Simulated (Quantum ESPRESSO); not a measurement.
**RbBr in Quantum ESPRESSO: the effect of functional**

RbBr:

```
Rb Br
1.0
     0.00000    3.42700    3.42700
     3.42700    0.00000    3.42700
     3.42700    3.42700    0.00000
Rb Br
1 1
Direct
  0.00000 0.00000 0.00000
  0.50000 0.50000 0.50000
```

Alike in all runs:

| Quantity | Value |
| --- | --- |
| Program | Quantum ESPRESSO 7.5 |
| Task | dielectric tensor |
| k mesh | 6 × 6 × 6, shifted |
| Occupations | fermi-dirac, width 0.05 eV |
| Spin | no spin polarisation |

Q: One run gave: pressure 0.7 GPa; dielectric constant 2.54 mean. Which functional did it use?
A. BLYP
B. LDA
C. AM05
D. PBEsol
E. WC

A: C.

```tsv
functional	potentials or basis	cutoff	pressure (GPa)	dielectric constant (mean)
LDA	PseudoDojo 0.4.1 SR LDA standard	599 eV	-1.3	2.62
PBEsol	PseudoDojo 0.4.1 SR PBEsol standard	626 eV	-0.1	2.58
WC	PseudoDojo 0.4.1 SR PBE standard	626 eV	0.1	2.58
BLYP	PseudoDojo 0.4.1 SR PBE standard	626 eV	1.9	2.54
AM05	PseudoDojo 0.4.1 SR PBE standard	626 eV	0.7	2.54
```

Caveats: the potentials were made for another functional, which shifts forces and pressure (some runs).

Runs at the PBE level aren't shown here.
